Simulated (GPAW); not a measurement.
## Collinear magnetic orders of linear Cr chain, spacing 2.497 A with GPAW

Wanted: the moments of linear Cr chain, spacing 2.497 A and the energy of each order that was tried.

Method: RPBE; plane waves with GPAW's PAW setups, scalar-relativistic, in GPAW 26.7.0.

### Step 1. Set-up

The cell holds 1 atom: 1 Cr. Its edges and angles: a = 12.000 Å, b = 12.000 Å, c = 2.497 Å, α = 90.0°, β = 90.0°, γ = 90.0°. model lattice. Vacuum lies along a and b. The structure's axis is c.

As a file:

```cif
data_structure
_symmetry_space_group_name_H-M 'P 1'
_symmetry_Int_Tables_number 1
_cell_length_a 12.0000
_cell_length_b 12.0000
_cell_length_c 2.4970
_cell_angle_alpha 90.000
_cell_angle_beta 90.000
_cell_angle_gamma 90.000
_cell_volume 359.57
loop_
_atom_site_label
_atom_site_type_symbol
_atom_site_fract_x
_atom_site_fract_y
_atom_site_fract_z
_atom_site_occupancy
Cr1 Cr 0.50000 0.50000 0.00000 1
```

### Step 2. Start 1: ferro +

Parallel moments need no larger cell; this start tests for a ferromagnetic state only.

The input, order1.py:

```python
import json
import numpy as np
from ase import Atoms
from ase.parallel import paropen, parprint
from gpaw import GPAW

atoms = Atoms(['Cr'],
    cell=[[12.0, 0.0, 0.0],
         [0.0, 12.0, 0.0],
         [0.0, 0.0, 2.497]],
    scaled_positions=[[0.5, 0.5, 0.0]],
    pbc=True,
    magmoms=[2.5])
atoms.calc = GPAW(mode={'name': 'pw', 'ecut': 660.0},
    xc='RPBE',
    kpts={'size': (1, 1, 12), 'gamma': True},
    occupations={'name': 'fermi-dirac', 'width': 0.1},
    convergence={'density': 1e-05, 'energy': 1e-05},
    maxiter=200,
    mixer={'name': 'pulay', 'beta': 0.02, 'nmaxold': 9, 'weight': 100},
    symmetry={'tolerance': 1e-4},
    txt='order1.txt')
e = atoms.get_potential_energy(force_consistent=True)
res = {'free_energy': e, 'energy_sigma0': atoms.get_potential_energy(), 'fermi_energy': atoms.calc.get_fermi_level()}
res['moments'] = atoms.get_magnetic_moments().tolist()
res['total'] = atoms.get_magnetic_moment()
parprint('site moments (muB):', np.round(res['moments'], 3))
parprint(f"total moment: {res['total']:.3f} muB")
parprint(f'free energy: {e:.6f} eV')
atoms.calc.write('order1.gpw')
with paropen('results.json', 'w') as f:
    json.dump(res, f)
```

Started as:

```
$ OMP_NUM_THREADS=1 python3 order1.py > order1.log
```

Numbers of over 12 decimals in the logs are rounded to 6 here.

The log of the run:

```text
site moments (muB): [3.911]
total moment: 5.155 muB
free energy: -5.882870 eV

--- order1.txt ---
Input parameters:
  mode=PW(ecut=660.0),
  convergence={'density': 1e-05, 'energy': 1e-05},
  kpts=MonkhorstPack(size=(1, 1, 12), gamma=True),
  maxiter=200,
  mixer=Pulay(name='pulay', nmaxold=9, beta=0.02, weight=100, sigma=0.015, g_ss=None),
  occupations=Occupations(name='fermi-dirac', width=0.1),
  symmetry=Symmetry(tolerance=0.0001),
  xc=XC(name='RPBE')

Diagonalizing LCAO Hamiltonian
Converting LCAO to pw mode
        .----------------------------.
       /|                            |
      / |                            |
     /  .----------------------------.
    /  /                            /
   /  /                            /
  /  /                            /
 *  /              Cr            /
 | /                            /
 |/                            /
 *----------------------------*

Atoms  # Å, Bohr magnetons
|   | symbol |        x |        y |        z |    initial magnetic moments |
|---|--------|----------|----------|----------|-----------------------------|
| 0 |     Cr | 6.000000 | 6.000000 | 0.000000 | ( 0.0000,  0.0000,  2.5000) |

Unit cell  # Å
| periodic |         x |         y |        z |   lengths |    angles |
|----------|-----------|-----------|----------|-----------|-----------|
|      yes | 12.000000 |  0.000000 | 0.000000 | 12.000000 | 90.000000 |
|      yes |  0.000000 | 12.000000 | 0.000000 | 12.000000 | 90.000000 |
|      yes |  0.000000 |  0.000000 | 2.497000 |  2.497000 | 90.000000 |

Number of symmetries: 16

BZ-sampling:
  Number of BZ points: 12
  Number of IBZ points: 7

  Monkhorst-Pack size: [1, 1, 12]
  Monkhorst-Pack shift: [0.0, 0.0, 0.041667]

K-points  # in reciprocal-cell coordinates
|   |                                coordinates |     weight |
|---|--------------------------------------------|------------|
| 0 | (  0.00000000,   0.00000000,  -0.00000000) | 0.08333333 |
| 1 | (  0.00000000,   0.00000000,   0.08333333) | 0.16666667 |
| 2 | (  0.00000000,   0.00000000,   0.16666667) | 0.16666667 |
| 3 | (  0.00000000,   0.00000000,   0.25000000) | 0.16666667 |
| 4 | (  0.00000000,   0.00000000,   0.33333333) | 0.16666667 |
| 5 | (  0.00000000,   0.00000000,   0.41666667) | 0.16666667 |
| 6 | (  0.00000000,   0.00000000,   0.50000000) | 0.08333333 |

Plane wave coefficients: 13867
Cutoff: 660.0 eV

Spin-components: 2 (collinear spins)
Bands:           9
Projectors:      6
Spin-degeneracy: 1
Datatype:        complex128

Parallelization:
  kpt:    1
  domain: 1
  band:   1

Density:
  Valence electrons: 6.0
  Components: 2
  Grid points: [72 72 15]
  Charge: 0.0  # |e|

Potential:
  Grid points: [72 72 15]

species:
  Cr:
    name:    Chromium
    Z:       24.0
    valence: 6
    core:    18
    charge:  0.0  # [|e|]
    compensation charges:
      type: gauss
      rc: 0.35  # [Å]
      lmax: 2
    cutoffs:
      filter: 2.14  # [Å]
      core: 3.04  # [Å]
    projectors
    | kind |    occ | energy [eV] | rcut [Å] |
    |------|--------|-------------|----------|
    |   4s |  1.000 |      -3.921 |    1.164 |
    |   4p |  0.000 |      -0.991 |    1.217 |
    |   3d |  5.000 |      -2.846 |    1.111 |
    |    s |        |      23.290 |    1.164 |
    |    p |        |      26.221 |    1.217 |
    |    d |        |      24.365 |    1.111 |

    Using partial waves for Cr as LCAO basis

Reference energy: -28587.401651  # eV

eigensolver:
  PPCG
  Converge bands: occupied
  niter=2

density mixing:
  Pulay-Mixer
  Linear mixing parameters: 0.02
  Old densities: 9
  Fourier metric: weight=100, sigma=0.015

occupation numbers:
  Fermi-Dirac:
    width: 0.1000  # eV

poisson solver:
  ecut: 5280.0  # eV

xc functional:
  name: RPBE with 2 nearest neighbor stencil

convergence criteria:
- Maximum integral of absolute [dens]ity change: 1e-05 electrons / valence electron
- Maximum [total energy] change in last 3 cyles: 1e-05 eV / valence electron
- Maximum integral of absolute [eigenst]ate change: 4e-08 eV^2 / valence electron
maximum number of iterations: 200

SCF iterations
|iter     |      energy | eigst |  dens |  magmom |
|---------|-------------|-------|-------|---------|
|iter:   1|       0s |   -6.452436 | +0.45 |       |  +2.4957|
|iter:   2|       1s |   -6.200137 | -1.42 | -0.19 |  +2.5252|
|iter:   3|       3s |   -5.090281 | -0.14 | -0.21 |  +2.8727|
|iter:   4|       5s |   -5.057752 | -1.41 | -0.55 |  +2.8557|
|iter:   5|       6s |   -4.919336 | -2.20 | -0.56 |  +2.6205|
|iter:   6|       8s |   -5.865424 | -0.83 | -0.51 |  +4.4203|
|iter:   7|      10s |   -5.709583 | -0.84 | -0.67 |  +3.9956|
|iter:   8|      11s |   -5.715361 | -1.81 | -0.67 |  +3.8771|
|iter:   9|      13s |   -5.748969 | -3.23 | -0.61 |  +3.9377|
|iter:  10|      15s |   -5.849109 | -0.99 | -0.62 |  +4.8237|
[... 15 iterations left out ...]
|iter:  26|      39s |   -5.870856c| -6.50 | -4.12 |  +5.1553|
|iter:  27|      41s |   -5.870855c| -7.21 | -3.92 |  +5.1552|
|iter:  28|      42s |   -5.870855c| -7.95c| -4.24 |  +5.1551|
|iter:  29|      43s |   -5.870855c| -7.50c| -4.21 |  +5.1553|
|iter:  30|      44s |   -5.870856c| -7.72c| -4.27 |  +5.1553|
|iter:  31|      45s |   -5.870856c| -8.57c| -4.28 |  +5.1553|
|iter:  32|      47s |   -5.870858c| -7.39 | -4.23 |  +5.1553|
|iter:  33|      48s |   -5.870858c| -8.17c| -4.83 |  +5.1553|
|iter:  34|      49s |   -5.870858c| -8.75c| -4.96 |  +5.1553|
|iter:  35|      50s |   -5.870858c| -8.88c| -5.02c|  +5.1553|

Converged in 35 steps
Energy contributions relative to reference atoms: (reference = -28587.401651)

Energy contributions:
  Kinetic:           7.754823
  Coulomb:          -7.613857
  Zero:              0.018812
  External:          0.000000
  Xc:               -6.018624
  Entropy:          -0.024024
  Spinorbit:         0.000000
  ----------------------------
  Free energy:      -5.882870
  Extrapolated:     -5.870858

dipole moment: (0.000065, 0.000065, -5.894097)  # |e|*Ang

Total magnetic moment: (0.000000, 0.000000, 5.155307)

Local magnetic moments
|        x |        y |        z |
|----------|----------|----------|
| 0.000000 | 0.000000 | 3.911062 |  # Cr   0

Fermi level: -3.077
Eigenvalues  # (at kpt = [0.000, 0.000, -0.000])
| band index |      eig [eV] | occ [0-1] |      eig [eV] | occ [0-1] |
|------------|---------------|-----------|---------------|-----------|
|          0 |        -7.182 |     1.000 |        -4.702 |     1.000 |
|          1 |        -5.065 |     1.000 |        -2.097 |     0.000 |
|          2 |        -4.428 |     1.000 |        -0.848 |     0.000 |
|          3 |        -4.428 |     1.000 |        -0.848 |     0.000 |
|          4 |        -2.920 |     0.173 |        -0.839 |     0.000 |
|          5 |        -2.920 |     0.173 |        -0.832 |     0.000 |
|          6 |        -2.218 |     0.000 |         0.367 |     0.000 |
|          7 |        -2.218 |     0.000 |         1.032 |     0.000 |
|          8 |         0.005 |     0.000 |         1.032 |     0.000 |

No gap
No difference between direct/indirect transitions
```

Run time: 55 s. Hardware: 1 MPI rank of Intel Xeon Platinum 8488C (Sapphire Rapids), shared host; peak memory 0.35 GiB.

This step gave:

```
magnetization  : 5.155 μB
final state    : ferromagnetic
largest moment : 3.911 μB
```

After 35 cycles the largest moment stands at 3.91 μB.

(Continued in part 2 of 2.)

[Logs and program files are shortened in this print: banners, set-up blocks, solver, clock and traceback lines can be left out without a mark of their own.]

[Logs are printed without paths, hosts, clocks, repeated set-up lines and the standing remarks that a program may print on its own settings, such as how far it seeks lower states.]

[Hosts, paths, dates, database ids (printed as entryN), source tags and the programs' standing remarks are cut or masked in the printed files.]

[Where a cell is said to come from a database of computed structures, the database is the Materials Project.]
